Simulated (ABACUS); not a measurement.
The system is Al.

```
Al
1.0
     0.00000    2.02481    2.02481
     2.02481    0.00000    2.02481
     2.02481    2.02481    0.00000
Al
1
Direct
  0.00000 0.00000 0.00000
```

Base run:

| Item | Value |
| --- | --- |
| Program | ABACUS 3.10.1 |
| Functional | rPW86PBE |
| Potentials or basis | GBRV ultrasoft 1.5 PBE |
| Cutoff | 544 eV |
| Density cutoff | 4354 eV |
| Basis | plane waves |
| k mesh | 9 × 9 × 9 |
| Occupations | fermi-dirac, width 0.05 eV |
| Spin | no spin polarisation |

Its results: band gap on the k mesh none (metal or under the smearing width); pressure 0.0 GPa.

Problem. The run is repeated on the same cell with these changes: functional from rPW86PBE to PBEsol; potentials or basis from GBRV ultrasoft 1.5 PBE to Ansatz NC PBE; cutoff from 544 eV to 558 eV; density cutoff from 4354 eV to 2231 eV. What comes out?

Solution. Band gap on the k mesh none (metal or under the smearing width); pressure -1.7 GPa.

Caveats: the potentials were made for another functional, which shifts forces and pressure.
